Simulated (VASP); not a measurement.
# Tl (Im-3m) in VASP: notebook

The runs below take Tl through single point, with BLYP.

Program: VASP 6.6.1. These are calculated values, not measurements. Logs are shortened: lines on timing, memory, paths and dates and some standing lists are left out, and cuts for length are marked.

## 1. Starting point

It takes space group Im-3m (No. 229, cubic). Conventional cell: a = 4.143 Å, b = 4.143 Å, c = 4.143 Å, α = 90.00°, β = 90.00°, γ = 90.00°. Tl (site symmetry m-3m) is surrounded by 8 Tl at 3.59 Å.

This isn't the form of Tl at room conditions, which is hcp.

## 2. Single point, BLYP

The input, INCAR:

```
SYSTEM = Tl
PREC = Accurate
ENCUT = 520
EDIFF = 1E-7
ISMEAR = -1
SIGMA = 0.1
LREAL = .FALSE.
LASPH = .TRUE.
NELM = 100
ALGO = Normal
ISIF = 2
LWAVE = .FALSE.
LCHARG = .FALSE.
GGA = B5
ALDAX = 1.0
AGGAX = 1.0
AGGAC = 1.0
ALDAC = 0.0
NBANDS = 12
```

The input, KPOINTS:

```
regular mesh
0
G
  18 18 18
  0 0 0
```

The input, POSCAR:

```
Tl
1.0
   -2.0714156610      2.0714156610      2.0714156610
    2.0714156610     -2.0714156610      2.0714156610
    2.0714156610      2.0714156610     -2.0714156610
Tl
1
Direct
    0.0000000000      0.0000000000      0.0000000000
```

Potentials or basis: VASP PAW PBE potentials, release 64 (Tl_d).

On the command line:

```bash
$ cat potpaw_PBE.64/Tl_d/POTCAR > POTCAR
$ mpirun -np 1 vasp_std > vasp.out
```

OUTCAR:

```text
SYSTEM = Tl
   PREC = Accurate
   ENCUT = 520
   EDIFF = 1E-7
   ISMEAR = -1
   LREAL = .FALSE.
   LASPH = .TRUE.
   NELM = 100
   ISIF = 2
   GGA = B5

 ion  position               nearest neighbor table
   1  0.000  0.000  0.000-

  LATTYP: Found a body centered cubic cell.
 ALAT       =     4.1428313220

  Lattice vectors:

 A1 = (  -2.0714156610,   2.0714156610,   2.0714156610)
 A2 = (   2.0714156610,  -2.0714156610,   2.0714156610)
 A3 = (   2.0714156610,   2.0714156610,  -2.0714156610)

Analysis of symmetry for initial positions (statically):
=====================================================================
 Subroutine PRICEL returns:
 Original cell was already a primitive cell.

 Routine SETGRP: Setting up the symmetry group for a
 body centered cubic supercell.

 Subroutine GETGRP returns: Found 48 space group operations
 (whereof 48 operations were pure point group operations)
 out of a pool of 48 trial point group operations.

The static configuration has the point symmetry O_h .

Analysis of symmetry for dynamics (positions and initial velocities):
=====================================================================
 Subroutine PRICEL returns:
 Original cell was already a primitive cell.

 Routine SETGRP: Setting up the symmetry group for a
 body centered cubic supercell.

 Subroutine GETGRP returns: Found 48 space group operations
 (whereof 48 operations were pure point group operations)
 out of a pool of 48 trial point group operations.

The dynamic configuration has the point symmetry O_h .

 Subroutine INISYM returns: Found 48 space group operations
 (whereof 48 operations are pure point group operations),
 and found     1 'primitive' translations

----------------------------------------------------------------------------------------

                                     Primitive cell

  volume of cell :      35.5518

  direct lattice vectors                    reciprocal lattice vectors
    -2.071415661  2.071415661  2.071415661     0.000000000  0.241380815  0.241380815
     2.071415661 -2.071415661  2.071415661     0.241380815  0.000000000  0.241380815
     2.071415661  2.071415661 -2.071415661     0.241380815  0.241380815  0.000000000

  length of vectors
     3.587797168  3.587797168  3.587797168     0.341364022  0.341364022  0.341364022

  position of ions in fractional coordinates (direct lattice)
     0.000000000  0.000000000  0.000000000

  ion indices of the primitive-cell ions
   primitive index   ion index
                 1           1

----------------------------------------------------------------------------------------

 KPOINTS: regular mesh

Automatic generation of k-mesh.
 Grid dimensions read from file:
 generate k-points for:   18   18   18

 Generating k-lattice:

  Cartesian coordinates                     Fractional coordinates (reciprocal lattice)
     0.000000000  0.013410045  0.013410045     0.055555556  0.000000000  0.000000000
     0.013410045  0.000000000  0.013410045     0.000000000  0.055555556  0.000000000
     0.013410045  0.013410045  0.000000000     0.000000000  0.000000000  0.055555556

  Length of vectors
     0.018964668  0.018964668  0.018964668

  Shift w.r.t. Gamma in fractional coordinates (k-lattice)
     0.000000000  0.000000000  0.000000000

 Subroutine IBZKPT returns following result:
 ===========================================

 Found    195 irreducible k-points:

 Following reciprocal coordinates:
            Coordinates               Weight
  0.000000  0.000000  0.000000      1.000000
  0.055556  0.000000  0.000000     12.000000
  0.111111  0.000000  0.000000     12.000000
  0.166667  0.000000  0.000000     12.000000
  0.222222  0.000000  0.000000     12.000000
  0.277778  0.000000  0.000000     12.000000
[... 16 lines left out ...]
  0.333333  0.111111 -0.000000     48.000000
  0.388889  0.111111  0.000000     48.000000
 [... further k-points ...]
   k-points           NKPTS =    195   k-points in BZ     NKDIM =    195   number of bands    NBANDS=     12
   number of dos      NEDOS =    301   number of ions     NIONS =      1
   total plane-waves  NPLWV =  21952
   dimension x,y,z NGX =    28 NGY =   28 NGZ =   28
   dimension x,y,z NGXF=    56 NGYF=   56 NGZF=   56
   ions per type =               1
   NGX,Y,Z   is equivalent  to a cutoff of  12.97, 12.97, 12.97 a.u.
   NGXF,Y,Z  is equivalent  to a cutoff of  25.95, 25.95, 25.95 a.u.
 SYSTEM =  Tl
   PREC   = accura    normal or accurate (medium, high low for compatibility)
   ISTART =      0    job   : 0-new  1-cont  2-samecut
   ICHARG =      2    charge: 1-file 2-atom 10-const
   ISPIN  =      1    spin polarized calculation?
   LNONCOLLINEAR =      F non collinear calculations
   LSORBIT =      F    spin-orbit coupling
   LASPH  =      T    aspherical Exc in radial PAW
   ENCUT  =  520.0 eV  38.22 Ry    6.18 a.u.   6.67  6.67  6.67*2*pi/ulx,y,z
   NELM   =    100;   NELMIN=  2; NELMDL= -5     # of ELM steps
   EDIFF  = 0.1E-06   stopping-criterion for ELM
   LREAL  =      F    real-space projection
   EDIFFG = 0.1E-05   stopping-criterion for IOM
   NSW    =      0    number of steps for IOM
   IBRION =     -1    ionic relax: 0-MD 1-quasi-New 2-CG
   NFREE  =      0    steps in history (QN), initial steepest desc. (CG)
   ISIF   =      2    stress and relaxation
   ISYM   =      2    0-nonsym 1-usesym 2-fastsym
   POTIM  = 0.5000    time-step for ionic-motion
   TEBEG  =    0.0;   TEEND  =   0.0 temperature during run
   PSTRESS=    0.0 pullay stress
   NELECT =      13.0000    total number of electrons
   NUPDOWN=      -1.0000    fix difference up-down
   EMIN   =  10.00;   EMAX   =-10.00  energy-range for DOS
   EFERMI =   0.00;   METHOD = LEGACY
   ISMEAR =    -1;   SIGMA  =   0.10  broadening in eV -4-tet -1-fermi 0-gaus
   EFERMI_NEDOS =   21; number of points for ismear=-14 and -15
   IALGO  =     38    algorithm
   IMIX   =      4    mixing-type and parameters
     AMIX     =   0.40;   BMIX     =  1.00
     AMIX_MAG =   1.60;   BMIX_MAG =  1.00
  volume/ion in A,a.u.               =      35.55       239.92
  Fermi-wavevector in a.u.,A,eV,Ry     =   1.170672  2.212250 18.646428  1.370474
  Thomas-Fermi vector in A             =   2.307127
   LORBIT       =      0    0 simple, 1 ext, 2 COOP (PROOUT), +10 PAW based schemes
   GGA     = B5    functional components
   LHFCALC =     F    Hartree Fock is set to
   AEXX    =    0.0000 exact exchange contribution
   IVDW    =     0    specifies the selected vdW correction
   LEPSILON=     F    determine dielectric tensor
   LRPA    =     F    only Hartree local field effects (RPA)
 non-spin polarized calculation
  energy-cutoff  :      520.00
  volume of cell :       35.55
 maximum number of plane-waves:       976
   NGX = 13   NGY = 13   NGZ = 13

 number of electron      13.0000000 magnetization

 Free energy of the ion-electron system (eV)
  ---------------------------------------------------
  ext. energy  EPLUGINS =         0.00000000
  ---------------------------------------------------
  free energy    TOTEN  =        -1.71646859 eV

  energy without entropy =       -1.69586098  energy(sigma->0) =       -1.70616478

 E-fermi :   5.0576     XC(G=0):  -8.6140

 val. band max:        5.0419561032   @ k =   0.2222   0.2222   0.0556
 cond. band min:       5.1246180744   @ k =   0.2778   0.1111   0.0556
 fundamental gap:      0.0826619712
 Fermi energy:         5.0575780435

 k-point     1 :       0.0000    0.0000    0.0000
  band No.  band energies     occupation
      1      -6.4898      2.00000
      2      -6.4898      2.00000
      3      -6.4898      2.00000
      4      -6.2331      2.00000
      5      -6.2331      2.00000
      6      -3.7918      2.00000
      7      13.4535      0.00000
      8      13.4535      0.00000
      9      13.4535      0.00000
     10      17.0089      0.00000
     11      17.0089      0.00000
     12      17.0089      0.00000

 k-point     2 :       0.0556    0.0000    0.0000
  band No.  band energies     occupation
      1      -6.4928      2.00000
      2      -6.4866      2.00000
      3      -6.4778      2.00000
      4      -6.2364      2.00000
      5      -6.2332      2.00000
      6      -3.7357      2.00000
      7      12.8495      0.00000
      8      13.2649      0.00000
      9      13.3813      0.00000
     10      16.5745      0.00000
     11      16.8585      0.00000
     12      16.9368      0.00000

 k-point     3 :       0.1111    0.0000    0.0000
  band No.  band energies     occupation
      1      -6.5014      2.00000
      2      -6.4789      2.00000
      3      -6.4430      2.00000
      4      -6.2455      2.00000
      5      -6.2337      2.00000
      6      -3.5665      2.00000
      7      11.5328      0.00000
      8      12.7852      0.00000
      9      13.1699      0.00000
     10      15.8970      0.00000
     11      16.5335      0.00000
     12      16.8623      0.00000

 k-point     4 :       0.1667    0.0000    0.0000
  band No.  band energies     occupation
      1      -6.5147      2.00000
      2      -6.4713      2.00000
      3      -6.3891      2.00000
      4      -6.2572      2.00000
      5      -6.2344      2.00000
      6      -3.2833      2.00000
      7      10.0115      0.00000
      8      12.1691      0.00000
      9      12.8486      0.00000
     10      15.3009      0.00000
     11      16.1826      0.00000
     12      16.9440      0.00000

 k-point     5 :       0.2222    0.0000    0.0000
  band No.  band energies     occupation
      1      -6.5308      2.00000
      2      -6.4697      2.00000
      3      -6.3218      2.00000
      4      -6.2665      2.00000
      5      -6.2351      2.00000
      6      -2.8868      2.00000
      7       8.4746      0.00000
      8      11.5323      0.00000
      9      12.4745      0.00000
     10      14.8175      0.00000
     11      15.8650      0.00000
     12      17.2123      0.00000
[... 228 lines left out ...]
      1      -6.5354      2.00000
      2      -6.4697      2.00000
      3      -6.2765      2.00000
      4      -6.2551      2.00000
      5      -6.2302      2.00000
      6      -2.2195      2.00000
      7       6.9609      0.00000
      8       9.9063      0.00000
      9      11.5962      0.00000
     10      15.2257      0.00000
     11      16.5210      0.00000
     12      17.2691      0.00000

 k-point    22 :       0.2778    0.1111   -0.0000
  band No.  band energies     occupation
      1      -6.5497      2.00000
      2      -6.4774      2.00000
      3      -6.2718      2.00000
      4      -6.2441      2.00000
      5      -6.1850      2.00000
      6      -1.6345      2.00000
      7       5.6941      0.00344
      8       9.3701      0.00000
      9      11.2683      0.00000
     10      14.9614      0.00000
     11      16.6756      0.00000
     12      17.4151      0.00000

 k-point    23 :       0.3333    0.1111   -0.0000
  band No.  band energies     occupation
      1      -6.5614      2.00000
      2      -6.4894      2.00000
      3      -6.2636      2.00000
      4      -6.2446      2.00000
      5      -6.1371      2.00000
      6      -1.0052      2.00000
      7       4.5575      1.98663
      8       8.9842      0.00000
      9      11.0214      0.00000
     10      14.7728      0.00000
     11      16.6067      0.00000
     12      17.9051      0.00000

 k-point    24 :       0.3889    0.1111    0.0000
  band No.  band energies     occupation
      1      -6.5690      2.00000
      2      -6.4994      2.00000
      3      -6.2558      2.00000
      4      -6.2463      2.00000
      5      -6.1044      2.00000
      6      -0.4388      2.00000
      7       3.6802      2.00000
      8       8.7505      0.00000
      9      10.8687      0.00000
     10      14.6604      0.00000
     11      16.5278      0.00000
     12      18.5014      0.00000

 [... further k-points ...]
[... 5 lines left out ...]
  --------------------------------------------------------------------------------------
  -------------------------------------------------------------------------------------
  Total       -0.0047513     -0.0047513     -0.0047513      0.0000000      0.0000000      0.0000000
  in kB       -0.2141216     -0.2141216     -0.2141216      0.0000000      0.0000000      0.0000000
  external PRESSURE =      -0.2141216 kB  Pullay stress =       0.0000000 kB

 VOLUME and BASIS-vectors are now :
 -----------------------------------------------------------------------------
  energy-cutoff  :      520.00
  volume of cell :       35.55
      direct lattice vectors                 reciprocal lattice vectors
    -2.071415661  2.071415661  2.071415661     0.000000000  0.241380815  0.241380815
     2.071415661 -2.071415661  2.071415661     0.241380815  0.000000000  0.241380815
     2.071415661  2.071415661 -2.071415661     0.241380815  0.241380815  0.000000000

 POSITION                                       TOTAL-FORCE (eV/Angst)
 -----------------------------------------------------------------------------------
      0.00000      0.00000      0.00000         0.000000     -0.000000      0.000000
 -----------------------------------------------------------------------------------
    total drift:                                0.000000     -0.000000     -0.000000

  FREE ENERGIE OF THE ION-ELECTRON SYSTEM (eV)
  ---------------------------------------------------
  free  energy   TOTEN  =        -1.7164685860 eV

  energy  without entropy=       -1.6958609787  energy(sigma->0) =       -1.70616478
```

Wall time 32 s (1 thread of Intel Xeon 6975P-C (Granite Rapids), shared host); peak memory 0.21 GiB.

What came out:

```
Free energy            : -1.7165 eV
Pressure               : 0.0 GPa
Band gap on the k mesh : none (metal or under the smearing width)
```

Levels at points of the mesh, in eV from the Fermi level:
```
           k point  band 2  band 3  band 4  band 5  band 6  band 7  band 8  band 9  band 10  band 11
(0.00, 0.00, 0.00)  -11.55  -11.55  -11.29  -11.29   -8.85    8.40    8.40    8.40    11.95    11.95
(0.50, 0.00, 0.00)  -11.59  -11.31  -11.29  -11.13   -5.33   -1.95    4.71    6.28     8.76    10.07
(0.50, 0.50, 0.50)  -11.63  -11.17  -11.17  -11.17   -2.96    1.31    1.31    1.31     6.14     6.14
```

Caveat: the PAW data sets were made with another functional, which shifts forces and pressure a little. The run has no spin-orbit coupling, so splittings on Tl are missing.

## 3. Single point, BLYP

This run uses another cell than the first one, of 38.40 Å³/atom, 1.080 times its volume.

The input, INCAR:

```
  AGGAC = 1.0
  AGGAX = 1.0
  ALDAC = 0.0
  ALDAX = 1.0
  ALGO = Normal
  EDIFF = 1E-6
  ENCUT = 520
  GGA = B5
  ISIF = 2
  ISMEAR = -1
  LASPH = T
  LCHARG = F
  LREAL = F
  LWAVE = F
  NBANDS = 12
  NELM = 80
  PREC = Accurate
  SIGMA = 0.1
```

The input, KPOINTS:

```
k-points
0
Gamma
  12 12 12
```

The input, POSCAR:

```
Tl
1.0
   -2.1252425735      2.1252425735      2.1252425735
    2.1252425735     -2.1252425735      2.1252425735
    2.1252425735      2.1252425735     -2.1252425735
Tl
1
Direct
    0.0000000000      0.0000000000      0.0000000000
```

Potentials or basis: VASP PAW PBE potentials, release 64 (Tl_d).

On the command line:

```bash
$ cat potpaw_PBE.64/Tl_d/POTCAR > POTCAR
$ mpirun -np 1 vasp_std > vasp.out
```

Wall time 14 s (1 thread of Intel Xeon 6975P-C (Granite Rapids), shared host); peak memory 0.17 GiB.

It converged, with:

| Item | Value |
| --- | --- |
| Free energy | -1.7066 eV |
| Pressure | -1.1 GPa |
| Band gap on the k mesh | none (metal or under the smearing width) |

Levels at points of the mesh, in eV from the Fermi level:
```csv
k point,band 4,band 5,band 6,band 7,band 8,band 9
"(0.00, 0.00, 0.00)",-11.29,-11.29,-8.47,7.75,7.75,7.75
"(0.50, 0.00, 0.00)",-11.29,-11.15,-5.37,-1.72,4.42,5.96
"(0.50, 0.50, 0.50)",-11.19,-11.19,-3.29,1.30,1.30,1.30
```

Caveat: the PAW data sets were made with another functional, which shifts forces and pressure a little. Spin-orbit coupling is left out, which matters for the levels of Tl.

## 4. Single point, BLYP

This run uses another cell than the first one, of 32.71 Å³/atom, 0.920 times its volume.

The input, INCAR:

```
SYSTEM = Tl
AGGAC = 1.0
AGGAX = 1.0
ALDAC = 0.0
ALDAX = 1.0
ALGO = Fast
EDIFF = 1E-7
ENCUT = 520
GGA = B5
ISIF = 2
ISMEAR = -1
LASPH = .True.
LCHARG = .False.
LREAL = .False.
LWAVE = .False.
NBANDS = 12
NELM = 60
PREC = Accurate
SIGMA = 0.1
```

The input, KPOINTS:

```
k-points
0
Gamma
  12 12 12
  0 0 0
```

The input, POSCAR:

```
Tl
1.0
   -2.0146357263      2.0146357263      2.0146357263
    2.0146357263     -2.0146357263      2.0146357263
    2.0146357263      2.0146357263     -2.0146357263
Tl
1
Direct
    0.0000000000      0.0000000000      0.0000000000
```

On the command line:

```bash
$ cat potpaw_PBE.64/Tl_d/POTCAR > POTCAR
$ mpirun -np 1 vasp_std > vasp.out
```

Wall time 19 s (1 thread of Intel Xeon 6975P-C (Granite Rapids), shared host); peak memory 0.16 GiB.

The run converged. Its results:

- Free energy: -1.6989 eV
- Pressure: 1.9 GPa
- Band gap on the k mesh: none (metal or under the smearing width)

Levels at points of the mesh, in eV from the Fermi level:
```
           k point  band 4  band 5  band 6  band 7  band 8  band 9
(0.00, 0.00, 0.00)  -11.24  -11.24   -9.24    9.22    9.22    9.22
(0.50, 0.00, 0.00)  -11.24  -11.03   -5.22   -2.16    5.11    6.68
(0.50, 0.50, 0.50)  -11.08  -11.08   -2.50    1.39    1.39    1.39
```

Caveat: the PAW data sets were made with another functional, which shifts forces and pressure a little. The run has no spin-orbit coupling, so splittings on Tl are missing.

## 5. Summary

```tsv
cell	k mesh	gap on the mesh (eV)	pressure (GPa)
Im-3m, 35.55 Å³/atom	18 × 18 × 18	none	0.0
Im-3m, 38.4 Å³/atom	12 × 12 × 12	none	-1.1
Im-3m, 32.71 Å³/atom	12 × 12 × 12	none	1.9
```

Alike in all rows: task single point; level BLYP; potentials or basis VASP PAW PBE potentials, release 64 (Tl_d); no spin polarisation; cutoff (eV) 520; smearing fermi-dirac 0.1 eV.

Every run on the cell as given and a fine mesh finds a metal.

Caveats: the PAW data sets were made with another functional, which shifts forces and pressure a little.

Total energies depend on the potentials used, so only differences within one code and one set of settings carry meaning.
